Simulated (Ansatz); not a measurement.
Input of an Ansatz 0.2.0 run:

The input input.yaml:

```yaml
crystal:
  lattice:
    - [0.0, 2.7255, 2.7255]
    - [2.7255, 0.0, 2.7255]
    - [2.7255, 2.7255, 0.0]
  atoms:
    - { symbol: Se, position: [0.5, 0.5, 0.5] }
    - { symbol: Mg, position: [0.0, 0.0, 0.0] }
hamiltonian:
  xc: pbe
  pseudopotentials: { kind: paw }
kpoints:
  mp_grid: { grid: [8, 8, 8] }
scf:
  occupations: { method: gaussian, width: 0.017 }
output:
  forces: true
  stress: true
  eigenvalues: true
```

Potentials or basis: Ansatz PAW.

Launch:

```console
$ ansatz run input.yaml --threads 2 --pin off --max-ram 5632MiB --backend cpu --events-out ev --progress --plain --runs-dir out
```

Predict the pressure.

2.0 GPa.

Estimate the band gap on the k mesh.

1.82 eV, indirect (least direct gap 2.61 eV).

A k mesh can miss the band edges.
